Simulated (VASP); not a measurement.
# SnO (P4/nmm) in VASP: further runs

One crystal, SnO, is run at these levels: PBE, LDA; tasks: G0W0 quasiparticle levels, equation of state.

Everything below comes from runs of VASP 6.6.1. Logs are shortened: lines on timing, memory, paths and dates and some standing lists are left out, and cuts for length are marked.

### Step 1. The structure

The structure is tetragonal, space group P4/nmm (No. 129). Conventional cell: a = 3.814 Å, b = 3.814 Å, c = 4.887 Å, α = 90.00°, β = 90.00°, γ = 90.00°. Sn (site symmetry 4mm) has 4 O at 2.23 Å as nearest neighbours. Around O (site symmetry -4m2) lie 4 Sn at 2.23 Å.

The cell is a database's computed one.

### Step 2. G0W0 quasiparticle levels, PBE

POSCAR reads:

```
SnO
1.0
    3.8136952200      0.0000000000      0.0000000000
    0.0000000000      3.8136952200      0.0000000000
    0.0000000000      0.0000000000      4.8869133000
Sn O
2 2
Direct
    0.5000000000      0.0000000000      0.7646261400
    0.0000000000      0.5000000000      0.2353738600
    0.0000000000      0.0000000000      0.0000000000
    0.5000000000      0.5000000000      0.0000000000
```

INCAR.step1 reads:

```
ALGO = Fast ; EDIFF = 1E-8
ENCUT = 500 ; GGA = PE
ISMEAR = 0 ; KPAR = 4
LASPH = T ; LCHARG = F
LREAL = F ; LWAVE = T
NELM = 60 ; PREC = Accurate
SIGMA = 0.01
```

INCAR.step2 reads:

```
ALGO = Exact ; EDIFF = 1E-8
ENCUT = 500 ; GGA = PE
ISMEAR = 0 ; ISTART = 1
KPAR = 4 ; LASPH = T
LCHARG = F ; LOPTICS = T
LREAL = F ; LWAVE = T
NBANDS = 316 ; NELM = 1
PREC = Accurate ; SIGMA = 0.01
```

INCAR.step3 reads:

```
ALGO = EVGW0 ; EDIFF = 1E-8
ENCUT = 500 ; ENCUTGW = 150
GGA = PE ; ISMEAR = 0
ISTART = 1 ; KPAR = 4
LASPH = T ; LCHARG = F
LREAL = F ; LWAVE = F
NBANDS = 316 ; NBANDSGW = 28
NELMGW = 1 ; NOMEGA = 50
PREC = Accurate ; PRECFOCK = Fast
SIGMA = 0.01
```

KPOINTS reads:

```
k-points
0
Gamma
  4 4 2
```

Potentials or basis: VASP PAW PBE potentials, release 64 (Sn_d_GW, O_GW).

On the command line:

```sh
> cat potpaw_PBE.64/Sn_d_GW/POTCAR potpaw_PBE.64/O_GW/POTCAR > POTCAR
> cp INCAR.step1 INCAR
> mpirun -np 4 vasp_std > vasp.out
> cp INCAR.step2 INCAR
> mpirun -np 4 vasp_std > vasp.out
> cp INCAR.step3 INCAR
> mpirun -np 4 vasp_std > vasp.out
```

OUTCAR:

```text
EDIFF = 1E-8
   ENCUT = 500
   ENCUTGW = 150
   GGA = PE
   ISMEAR = 0
   ISTART = 1
   LASPH = T
   LREAL = F
   NELMGW = 1
   PREC = Accurate
   PRECFOCK = Fast

 ion  position               nearest neighbor table
   1  0.500  0.000  0.765-   3 2.23   4 2.23   4 2.23   3 2.23
   2  0.000  0.500  0.235-   3 2.23   4 2.23   3 2.23   4 2.23
   3  0.000  0.000  0.000-   1 2.23   2 2.23   2 2.23   1 2.23
   4  0.500  0.500  0.000-   1 2.23   2 2.23   1 2.23   2 2.23

  LATTYP: Found a simple tetragonal cell.
 ALAT       =     3.8136952200
 C/A-ratio  =     1.2814116016

  Lattice vectors:

 A1 = (   3.8136952200,   0.0000000000,   0.0000000000)
 A2 = (   0.0000000000,   3.8136952200,   0.0000000000)
 A3 = (   0.0000000000,   0.0000000000,   4.8869133000)

Analysis of symmetry for initial positions (statically):
=====================================================================
 Subroutine PRICEL returns:
 Original cell was already a primitive cell.

 Routine SETGRP: Setting up the symmetry group for a
 simple tetragonal supercell.

 Subroutine GETGRP returns: Found 16 space group operations
 (whereof  8 operations were pure point group operations)
 out of a pool of 16 trial point group operations.

The static configuration has the point symmetry D_2d.
 The point group associated with its full space group is D_4h.

Analysis of symmetry for dynamics (positions and initial velocities):
=====================================================================
 Subroutine PRICEL returns:
 Original cell was already a primitive cell.

 Routine SETGRP: Setting up the symmetry group for a
 simple tetragonal supercell.

 Subroutine GETGRP returns: Found 16 space group operations
 (whereof  8 operations were pure point group operations)
 out of a pool of 16 trial point group operations.

The dynamic configuration has the point symmetry D_2d.
 The point group associated with its full space group is D_4h.

 Subroutine INISYM returns: Found 16 space group operations
 (whereof  8 operations are pure point group operations),
 and found     1 'primitive' translations

----------------------------------------------------------------------------------------

                                     Primitive cell

  volume of cell :      71.0766

  direct lattice vectors                    reciprocal lattice vectors
     3.813695220  0.000000000  0.000000000     0.262212878  0.000000000  0.000000000
     0.000000000  3.813695220  0.000000000     0.000000000  0.262212878  0.000000000
     0.000000000  0.000000000  4.886913300     0.000000000  0.000000000  0.204628144

  length of vectors
     3.813695220  3.813695220  4.886913300     0.262212878  0.262212878  0.204628144

  position of ions in fractional coordinates (direct lattice)
     0.500000000  0.000000000  0.764626140
     0.000000000  0.500000000  0.235373860
     0.000000000  0.000000000  0.000000000
     0.500000000  0.500000000  0.000000000

  ion indices of the primitive-cell ions
   primitive index   ion index
                 1           1
                 2           2
                 3           3
                 4           4

----------------------------------------------------------------------------------------

 KPOINTS: k-points

Automatic generation of k-mesh.
 Grid dimensions read from file:
 generate k-points for:    4    4    2

 Generating k-lattice:

  Cartesian coordinates                     Fractional coordinates (reciprocal lattice)
     0.065553220  0.000000000  0.000000000     0.250000000  0.000000000  0.000000000
     0.000000000  0.065553220  0.000000000     0.000000000  0.250000000  0.000000000
     0.000000000  0.000000000  0.102314072     0.000000000  0.000000000  0.500000000

  Length of vectors
     0.065553220  0.065553220  0.102314072

  Shift w.r.t. Gamma in fractional coordinates (k-lattice)
     0.000000000  0.000000000  0.000000000

 Subroutine IBZKPT returns following result:
 ===========================================

 Found     12 irreducible k-points:

 Following reciprocal coordinates:
            Coordinates               Weight
  0.000000  0.000000  0.000000      1.000000
  0.250000  0.000000  0.000000      4.000000
  0.500000  0.000000  0.000000      2.000000
  0.250000  0.250000  0.000000      4.000000
  0.500000  0.250000  0.000000      4.000000
  0.500000  0.500000  0.000000      1.000000
  0.000000  0.000000  0.500000      1.000000
  0.250000  0.000000  0.500000      4.000000
  0.500000  0.000000  0.500000      2.000000
  0.250000  0.250000  0.500000      4.000000
  0.500000  0.250000  0.500000      4.000000
  0.500000  0.500000  0.500000      1.000000
   k-points           NKPTS =     12   k-points in BZ     NKDIM =     32   number of bands    NBANDS=    316
   number of dos      NEDOS =    301   number of ions     NIONS =      4
   total plane-waves  NPLWV =  28224
   dimension x,y,z NGX =    28 NGY =   28 NGZ =   36
   dimension x,y,z NGXF=    56 NGYF=   56 NGZF=   72
   ions per type =               2   2
   NGX,Y,Z   is equivalent  to a cutoff of  12.21, 12.21, 12.25 a.u.
   NGXF,Y,Z  is equivalent  to a cutoff of  24.41, 24.41, 24.49 a.u.
 SYSTEM =  unknown system
   PREC   = accura    normal or accurate (medium, high low for compatibility)
   ISTART =      1    job   : 0-new  1-cont  2-samecut
   ICHARG =      0    charge: 1-file 2-atom 10-const
   ISPIN  =      1    spin polarized calculation?
   LNONCOLLINEAR =      F non collinear calculations
   LSORBIT =      F    spin-orbit coupling
   LASPH  =      T    aspherical Exc in radial PAW
   ENCUT  =  500.0 eV  36.75 Ry    6.06 a.u.   6.95  6.95  8.91*2*pi/ulx,y,z
   NELM   =     60;   NELMIN=  2; NELMDL=  0     # of ELM steps
   EDIFF  = 0.1E-07   stopping-criterion for ELM
   LREAL  =      F    real-space projection
   EDIFFG = 0.1E-06   stopping-criterion for IOM
   NSW    =      0    number of steps for IOM
   IBRION =     -1    ionic relax: 0-MD 1-quasi-New 2-CG
   NFREE  =      0    steps in history (QN), initial steepest desc. (CG)
   ISIF   =      0    stress and relaxation
   ISYM   =      3    0-nonsym 1-usesym 2-fastsym
   POTIM  = 0.5000    time-step for ionic-motion
   TEBEG  =    0.0;   TEEND  =   0.0 temperature during run
   PSTRESS=    0.0 pullay stress
   NELECT =      40.0000    total number of electrons
   NUPDOWN=      -1.0000    fix difference up-down
   EMIN   =  10.00;   EMAX   =-10.00  energy-range for DOS
   EFERMI =   0.00;   METHOD = LEGACY
   ISMEAR =     0;   SIGMA  =   0.01  broadening in eV -4-tet -1-fermi 0-gaus
   EFERMI_NEDOS =   21; number of points for ismear=-14 and -15
   IALGO  =     38    algorithm
   IMIX   =      4    mixing-type and parameters
     AMIX     =   0.40;   BMIX     =  1.00
     AMIX_MAG =   1.60;   BMIX_MAG =  1.00
  volume/ion in A,a.u.               =      17.77       119.91
  Fermi-wavevector in a.u.,A,eV,Ry     =   1.351614  2.554180 24.855939  1.826860
  Thomas-Fermi vector in A             =   2.479021
   LORBIT       =      0    0 simple, 1 ext, 2 COOP (PROOUT), +10 PAW based schemes
   GGA     = PE    functional components
   LHFCALC =     T    Hartree Fock is set to
   PRECFOCK=fast      Normal, Fast or Accurate (Low or Medium for compatibility)
   ENCUT4O =  -1.0   cutoff for four orbital integrals eV
   NKREDX  =     1    reduce k-point grid by
   NKREDY  =     1    reduce k-point grid by
   NKREDZ  =     1    reduce k-point grid by
   AEXX    =    1.0000 exact exchange contribution
   HFSCREEN=    0.0000 screening length (either q_TF or 0.3 A-1)
   HFSCREENC=   0.0000 screening length for correlation (either q_TF or 0.3 A-1)
   ENCUTFOCK=  -1.0 apply spherical cutoff to Coloumb kernel
   IVDW    =     0    specifies the selected vdW correction
   LEPSILON=     F    determine dielectric tensor
   LRPA    =     F    only Hartree local field effects (RPA)
   LRPAFORCE           =     F    calculate RPA forces
   ENCUTGW             = 150.0    cutoff for response function in eV
   ENCUTGWSOFT         = 120.0    soft cutoff for Coulomb kernel in GW response function in eV
   ENCUTLF             =  -1.0    cutoff for local field effects
   NELMGW              =     1    number of iterations in solving QP/BSE equation
   NELMHF              =     1    number of iterations in the inner HF iteration
   NKREDLFX            =     1    NKREDLFY  =   1   NKREDLFZ  =   1
 non-spin polarized calculation
 Gauss-broadening in eV      SIGMA  =   0.01
  energy-cutoff  :      500.00
  volume of cell :       71.08
 maximum number of plane-waves:      1828
 NGX is ok and might be reduce to    28
  NGX = 16; NGY = 16; NGZ = 20
   NGX = 13   NGY = 13   NGZ = 17
 maximum number of plane-waves:       314

 QP shifts <psi_nk| G(iteration)W_0 |psi_nk>: iteration 1
 for sc-GW calculations column KS-energies equals QP-energies in previous step
 and V_xc(KS)=  KS-energies - (<T + V_ion + V_H > + <T+V_H+V_ion>^1  + <V_x>^1)

 k-point   1 :       0.0000    0.0000    0.0000
  band No.  KS-energies  QP-energies   sigma(KS)   V_xc(KS)     V^pw_x(r,r')   Z            occupation Imag(sigma)

      1     -16.8198     -19.4428     -21.3585     -17.5347     -27.6352       0.6860       2.0000       0.3824
      2     -16.3871     -19.4003     -21.7239     -17.4869     -27.1719       0.7112       2.0000       0.2703
      3     -16.3810     -19.3638     -21.6684     -17.4613     -27.1151       0.7090       2.0000       0.2547
      4     -16.3810     -19.3638     -21.6684     -17.4613     -27.1151       0.7090       2.0000       0.2547
      5     -16.3460     -19.3199     -21.6748     -17.4800     -27.0174       0.7089       2.0000       0.1741
      6     -16.3276     -19.2920     -21.6359     -17.4361     -27.0175       0.7058       2.0000       0.1892
[... 20 lines left out ...]
     27      11.9671      12.1595      -9.7685     -10.0246      -4.9684       0.7515       0.0000      -0.2463
     28      12.3950      12.3218      -8.0573      -7.9636      -2.9870       0.7817       0.0000      -0.3880

 k-point   2 :       0.2500    0.0000    0.0000
  band No.  KS-energies  QP-energies   sigma(KS)   V_xc(KS)     V^pw_x(r,r')   Z            occupation Imag(sigma)

      1     -16.7865     -19.4013     -21.3622     -17.5509     -27.6504       0.6861       2.0000       0.3815
      2     -16.4757     -19.2200     -21.4920     -17.5575     -27.4660       0.6975       2.0000       0.3350
      3     -16.3698     -19.3602     -21.6803     -17.4700     -27.1165       0.7103       2.0000       0.2477
      4     -16.3698     -19.3602     -21.6803     -17.4700     -27.1165       0.7103       2.0000       0.2477
      5     -16.3513     -19.3333     -21.6997     -17.4975     -27.1145       0.7096       2.0000       0.2216
      6     -16.3513     -19.3333     -21.6997     -17.4975     -27.1145       0.7096       2.0000       0.2216
[... 311 lines left out ...]
 k-point  12 :       0.5000    0.5000    0.5000
  band No.  KS-energies  QP-energies   sigma(KS)   V_xc(KS)     V^pw_x(r,r')   Z            occupation Imag(sigma)

      1     -16.7299     -19.3056     -21.3324     -17.5629     -27.6515       0.6833       2.0000       0.3735
      2     -16.7299     -19.3056     -21.3324     -17.5629     -27.6515       0.6833       2.0000       0.3735
      3     -16.3559     -19.3268     -21.6523     -17.4585     -27.0045       0.7084       2.0000       0.1876
      4     -16.3559     -19.3268     -21.6523     -17.4585     -27.0045       0.7084       2.0000       0.1876
      5     -16.3245     -19.3482     -21.7734     -17.5431     -27.2060       0.7148       2.0000       0.2473
      6     -16.3245     -19.3482     -21.7734     -17.5431     -27.2060       0.7148       2.0000       0.2473
[... 20 lines left out ...]
     27      15.1867      15.3882      -9.6628      -9.9245      -4.1368       0.7699       0.0000      -0.3874
     28      15.1867      15.3882      -9.6628      -9.9245      -4.1368       0.7699       0.0000      -0.3874
```

It took 5.4 min on 4 MPI ranks of Intel Xeon 6975P-C (Granite Rapids), shared host; peak memory 1.1 GiB.

Results:

```yaml
Band_gap_on_the_k_mesh_mean-field_level: 0.15 eV, indirect (least direct gap 2.04 eV)
Quasiparticle_gap: 0.49 eV
Least_direct_quasiparticle_gap: 2.73 eV
```

Caveat: the k mesh is coarse (spacing up to 0.64 Å⁻¹), so the values aren't converged; bands, screening cutoff and mesh are small and nothing is extrapolated, so the quasiparticle values aren't converged; spin-orbit coupling is left out, which moves the levels of the heavy elements.

(Continued in part 2 of 2.)
